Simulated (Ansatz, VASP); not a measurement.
# One calculation of BAs, two programs

```
B As
1.0
     0.00000    2.40464    2.40464
     2.40464    0.00000    2.40464
     2.40464    2.40464    0.00000
B As
1 1
Direct
  0.00000 0.00000 0.00000
  0.75000 0.75000 0.75000
```

Alike in both runs: functional PBE; k mesh 10 × 10 × 10; no spin polarisation.

Ansatz relaxed the structure, and its values are those at the end. VASP's run is a single point on that final structure, the one shown.

|  | VASP | Ansatz |
| --- | --- | --- |
| version | VASP 6.6.1 | Ansatz 0.2.0 |
| potentials or method | VASP PAW PBE potentials, release 64 (B, As) | scalar-relativistic, plane waves, PAW |
| plane-wave cutoff (eV) | 520 | 420 |
| occupations | gaussian, width 0.01 eV | fixed |
| valence electrons in the cell | 8 | 18 |

|  | VASP | Ansatz | Ansatz less VASP |
| --- | --- | --- | --- |
| gap on the k mesh at the Fermi level (eV) | 1.20 | 1.20 | +0.008 |
| least direct gap on the mesh (eV) | 3.25 | 3.26 | +0.005 |
| pressure (GPa) | 0.6 | 0.0 | -0.59 |

The two sets of potentials don't hold the same shells in valence.

A k mesh can miss the band edges.
